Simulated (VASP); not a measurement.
# Se (P4/mmm) in VASP: a series of runs, part 2 of 2

VASP 6.6.1. The steps go on from the part before.

## 3. Single point, PBE+D3(BJ)

This run uses another cell than the first one, of the same volume but with other edges.

INCAR reads:

```
SYSTEM = Se
  PREC = Accurate
  ENCUT = 520
  EDIFF = 1E-6
  ISMEAR = 0
  SIGMA = 0.15
  LREAL = .False.
  LASPH = .True.
  NELM = 100
  ALGO = Fast
  ISIF = 2
  LWAVE = .False.
  LCHARG = .False.
  GGA = PE
  IVDW = 12
  NBANDS = 9
```

KPOINTS reads:

```
Automatic mesh
0
Gamma
  18 18 18
  0 0 0
```

POSCAR reads:

```
Se
1.0
    3.1549091414      0.0000000000      0.0000000000
    0.0000000000      3.1549091414      0.0000000000
    0.0000000000      0.0000000000      2.2305207630
Se
1
Direct
    0.0000000000      0.0000000000      0.0000000000
```

Potentials or basis: VASP PAW PBE potentials, release 64 (Se).

Run with:

```bash
$ cat potpaw_PBE.64/Se/POTCAR > POTCAR
$ mpirun -np 1 vasp_std > vasp.out
```

OUTCAR:

```text
SYSTEM = Se
   PREC = Accurate
   ENCUT = 520
   EDIFF = 1E-6
   ISMEAR = 0
   LREAL = .False.
   LASPH = .True.
   NELM = 100
   ISIF = 2
   GGA = PE
   IVDW = 12
 IVDW          = 12

 ion  position               nearest neighbor table
   1  0.000  0.000  0.000-

  LATTYP: Found a simple tetragonal cell.
 ALAT       =     3.1549091414
 C/A-ratio  =     0.7070000000

  Lattice vectors:

 A1 = (   3.1549091414,   0.0000000000,   0.0000000000)
 A2 = (   0.0000000000,   3.1549091414,   0.0000000000)
 A3 = (   0.0000000000,   0.0000000000,   2.2305207630)

Analysis of symmetry for initial positions (statically):
=====================================================================
 Subroutine PRICEL returns:
 Original cell was already a primitive cell.

 Routine SETGRP: Setting up the symmetry group for a
 simple tetragonal supercell.

 Subroutine GETGRP returns: Found 16 space group operations
 (whereof 16 operations were pure point group operations)
 out of a pool of 16 trial point group operations.

The static configuration has the point symmetry D_4h.

Analysis of symmetry for dynamics (positions and initial velocities):
=====================================================================
 Subroutine PRICEL returns:
 Original cell was already a primitive cell.

 Routine SETGRP: Setting up the symmetry group for a
 simple tetragonal supercell.

 Subroutine GETGRP returns: Found 16 space group operations
 (whereof 16 operations were pure point group operations)
 out of a pool of 16 trial point group operations.

The dynamic configuration has the point symmetry D_4h.

 Subroutine INISYM returns: Found 16 space group operations
 (whereof 16 operations are pure point group operations),
 and found     1 'primitive' translations

----------------------------------------------------------------------------------------

                                     Primitive cell

  volume of cell :      22.2014

  direct lattice vectors                    reciprocal lattice vectors
     3.154909141  0.000000000  0.000000000     0.316966339  0.000000000  0.000000000
     0.000000000  3.154909141  0.000000000     0.000000000  0.316966339  0.000000000
     0.000000000  0.000000000  2.230520763     0.000000000  0.000000000  0.448325798

  length of vectors
     3.154909141  3.154909141  2.230520763     0.316966339  0.316966339  0.448325798

  position of ions in fractional coordinates (direct lattice)
     0.000000000  0.000000000  0.000000000

  ion indices of the primitive-cell ions
   primitive index   ion index
                 1           1

----------------------------------------------------------------------------------------

 KPOINTS: Automatic mesh

Automatic generation of k-mesh.
 Grid dimensions read from file:
 generate k-points for:   18   18   18

 Generating k-lattice:

  Cartesian coordinates                     Fractional coordinates (reciprocal lattice)
     0.017609241  0.000000000  0.000000000     0.055555556  0.000000000  0.000000000
     0.000000000  0.017609241  0.000000000     0.000000000  0.055555556  0.000000000
     0.000000000  0.000000000  0.024906989     0.000000000  0.000000000  0.055555556

  Length of vectors
     0.017609241  0.017609241  0.024906989

  Shift w.r.t. Gamma in fractional coordinates (k-lattice)
     0.000000000  0.000000000  0.000000000

 Subroutine IBZKPT returns following result:
 ===========================================

 Found    550 irreducible k-points:

 Following reciprocal coordinates:
            Coordinates               Weight
  0.000000  0.000000  0.000000      1.000000
  0.055556  0.000000  0.000000      4.000000
  0.111111  0.000000  0.000000      4.000000
  0.166667  0.000000  0.000000      4.000000
  0.222222  0.000000  0.000000      4.000000
  0.277778  0.000000  0.000000      4.000000
[... 16 lines left out ...]
  0.277778  0.111111  0.000000      8.000000
  0.333333  0.111111  0.000000      8.000000
 [... further k-points ...]
   k-points           NKPTS =    550   k-points in BZ     NKDIM =    550   number of bands    NBANDS=      9
   number of dos      NEDOS =    301   number of ions     NIONS =      1
   total plane-waves  NPLWV =  10368
   dimension x,y,z NGX =    24 NGY =   24 NGZ =   18
   dimension x,y,z NGXF=    48 NGYF=   48 NGZF=   36
   ions per type =               1
   NGX,Y,Z   is equivalent  to a cutoff of  12.65, 12.65, 13.42 a.u.
   NGXF,Y,Z  is equivalent  to a cutoff of  25.29, 25.29, 26.83 a.u.
 SYSTEM =  Se
   PREC   = accura    normal or accurate (medium, high low for compatibility)
   ISTART =      0    job   : 0-new  1-cont  2-samecut
   ICHARG =      2    charge: 1-file 2-atom 10-const
   ISPIN  =      1    spin polarized calculation?
   LNONCOLLINEAR =      F non collinear calculations
   LSORBIT =      F    spin-orbit coupling
   LASPH  =      T    aspherical Exc in radial PAW
   ENCUT  =  520.0 eV  38.22 Ry    6.18 a.u.   5.87  5.87  4.15*2*pi/ulx,y,z
   NELM   =    100;   NELMIN=  2; NELMDL= -5     # of ELM steps
   EDIFF  = 0.1E-05   stopping-criterion for ELM
   LREAL  =      F    real-space projection
   EDIFFG = 0.1E-04   stopping-criterion for IOM
   NSW    =      0    number of steps for IOM
   IBRION =     -1    ionic relax: 0-MD 1-quasi-New 2-CG
   NFREE  =      0    steps in history (QN), initial steepest desc. (CG)
   ISIF   =      2    stress and relaxation
   ISYM   =      2    0-nonsym 1-usesym 2-fastsym
   POTIM  = 0.5000    time-step for ionic-motion
   TEBEG  =    0.0;   TEEND  =   0.0 temperature during run
   PSTRESS=    0.0 pullay stress
   NELECT =       6.0000    total number of electrons
   NUPDOWN=      -1.0000    fix difference up-down
   EMIN   =  10.00;   EMAX   =-10.00  energy-range for DOS
   EFERMI =   0.00;   METHOD = LEGACY
   ISMEAR =     0;   SIGMA  =   0.15  broadening in eV -4-tet -1-fermi 0-gaus
   EFERMI_NEDOS =   21; number of points for ismear=-14 and -15
   IALGO  =     68    algorithm
   IMIX   =      4    mixing-type and parameters
     AMIX     =   0.40;   BMIX     =  1.00
     AMIX_MAG =   1.60;   BMIX_MAG =  1.00
  volume/ion in A,a.u.               =      22.20       149.82
  Fermi-wavevector in a.u.,A,eV,Ry     =   1.058438  2.000157 15.242472  1.120290
  Thomas-Fermi vector in A             =   2.193747
   LORBIT       =      0    0 simple, 1 ext, 2 COOP (PROOUT), +10 PAW based schemes
   GGA     = PE    functional components
   LHFCALC =     F    Hartree Fock is set to
   AEXX    =    0.0000 exact exchange contribution
   IVDW    =    12    specifies the selected vdW correction
   LEPSILON=     F    determine dielectric tensor
   LRPA    =     F    only Hartree local field effects (RPA)
 non-spin polarized calculation
 RMM-DIIS sequential band-by-band and
 Gauss-broadening in eV      SIGMA  =   0.15
  energy-cutoff  :      520.00
  volume of cell :       22.20
 maximum number of plane-waves:       612
 NGX is ok and might be reduce to    24

 number of electron       5.9999999 magnetization

 Free energy of the ion-electron system (eV)
  ---------------------------------------------------
  ext. energy  EPLUGINS =         0.00000000
  ---------------------------------------------------
  free energy    TOTEN  =        -2.72526961 eV

  energy without entropy =       -2.71830732  energy(sigma->0) =       -2.72178846

 E-fermi :   4.3771     XC(G=0):  -9.7978

 val. band max:        4.3700858134   @ k =   0.1667   0.1667   0.3333
 cond. band min:       4.3801829688   @ k =   0.5000   0.2778   0.3889
 fundamental gap:      0.0100971554
 Fermi energy:         4.3770890754

 k-point     1 :       0.0000    0.0000    0.0000
  band No.  band energies     occupation
      1     -12.5320      2.00000
      2       2.8846      2.00000
      3       2.8846      2.00000
      4       8.8561      0.00000
      5      10.6006      0.00000
      6      14.6972      0.00000
      7      20.5497      0.00000
      8      21.4329      0.00000
      9      24.2462      0.00000
[... 265 lines left out ...]
 k-point    24 :       0.3333    0.1111    0.0000
  band No.  band energies     occupation
      1     -11.7782      2.00000
      2      -1.2189      2.00000
      3       2.5425      2.00000
      4      11.8947      0.00000
      5      13.8828      0.00000
      6      15.1832      0.00000
      7      17.6478      0.00000
      8      20.1723      0.00000
      9      23.2146      0.00000

 [... further k-points ...]

------------------------ aborting loop because EDIFF is reached ----------------------------------------

 Edisp (eV)   -0.39366

 E8    (eV) :    -0.1624

  FORCE on cell =-STRESS in cart. coord.  units (eV):
  Direction    XX          YY          ZZ          XY          YZ          ZX
  --------------------------------------------------------------------------------------
  -------------------------------------------------------------------------------------
  Total       0.07835     0.07835     6.96728     0.00000     0.00000    -0.00000
  in kB       5.65392     5.65392   502.79837     0.00000     0.00000    -0.00000
  external pressure =      171.37 kB  Pullay stress =        0.00 kB

 VOLUME and BASIS-vectors are now :
 -----------------------------------------------------------------------------
  energy-cutoff  :      520.00
  volume of cell :       22.20
      direct lattice vectors                 reciprocal lattice vectors
     3.154909141  0.000000000  0.000000000     0.316966339  0.000000000  0.000000000
     0.000000000  3.154909141  0.000000000     0.000000000  0.316966339  0.000000000
     0.000000000  0.000000000  2.230520763     0.000000000  0.000000000  0.448325798

 POSITION                                       TOTAL-FORCE (eV/Angst)
 -----------------------------------------------------------------------------------
      0.00000      0.00000      0.00000         0.000000      0.000000      0.000000
 -----------------------------------------------------------------------------------
    total drift:                               -0.000000     -0.000000      0.000000

  FREE ENERGIE OF THE ION-ELECTRON SYSTEM (eV)
  ---------------------------------------------------
  free  energy   TOTEN  =        -3.1189324549 eV

  energy  without entropy=       -3.1119701705  energy(sigma->0) =       -3.11545131
```

It took 33 s on 1 thread of AMD EPYC 9R45 (Zen 5), shared host; peak memory 0.19 GiB.

Results:

| Property | Result |
| --- | --- |
| Free energy | -3.1189 eV |
| Pressure | 17.1 GPa |
| Band gap on the k mesh | none (metal or under the smearing width) |
| Dispersion energy per atom | -0.394 eV |

Caveat: so large a pressure means that the cell lies far from this level's equilibrium, or that cutoff or potentials fall short; pairwise dispersion overbinds metals, which lowers pressure and volume.

## 4. Single point, PBE+D3(BJ)

This run uses another cell than the first one, of the same volume but with other edges.

INCAR reads:

```
SYSTEM = Se
PREC = Accurate
ENCUT = 520
EDIFF = 1E-7
ISMEAR = 0
SIGMA = 0.15
LREAL = .FALSE.
LASPH = .TRUE.
NELM = 100
ALGO = Fast
ISIF = 2
LWAVE = .FALSE.
LCHARG = .FALSE.
GGA = PE
IVDW = 12
NBANDS = 9
```

KPOINTS reads:

```
Automatic mesh
0
G
  18 18 18
  0 0 0
```

POSCAR reads:

```
Se
1.0
    2.9670191712      0.0000000000      0.0000000000
    0.0000000000      2.9670191712      0.0000000000
    0.0000000000      0.0000000000      2.5219662955
Se
1
Direct
    0.0000000000      0.0000000000      0.0000000000
```

Run with:

```bash
$ cat potpaw_PBE.64/Se/POTCAR > POTCAR
$ mpirun -np 1 vasp_std > vasp.out
```

Wall time 42 s (1 thread of AMD EPYC 9R45 (Zen 5), shared host); peak memory 0.19 GiB.

It converged, with:

```
Free energy                : -3.6062 eV
Pressure                   : 2.0 GPa
Band gap on the k mesh     : none (metal or under the smearing width)
Dispersion energy per atom : -0.395 eV
```

Stress tensor (GPa, compression positive):
```
-3.81  0.00  0.00
 0.00 -3.81  0.00
 0.00  0.00 13.74
```

Levels at points of the mesh, in eV from the Fermi level:
```tsv
k point	band 1	band 2	band 3	band 4	band 5	band 6
(0.00, 0.00, 0.00)	-16.31	0.06	0.06	4.87	6.07	6.95
(0.50, 0.00, 0.00)	-14.81	-6.82	1.15	5.83	8.72	12.19
(0.50, 0.50, 0.00)	-13.35	-5.26	-5.26	2.83	6.71	14.81
(0.00, 0.00, 0.50)	-12.51	-7.64	2.75	2.75	10.62	11.52
(0.50, 0.00, 0.50)	-10.96	-6.34	-3.53	3.23	3.70	13.49
(0.50, 0.50, 0.50)	-9.40	-5.20	-2.21	-2.21	5.51	5.51
```

Caveat: pairwise dispersion overbinds metals, which lowers pressure and volume.
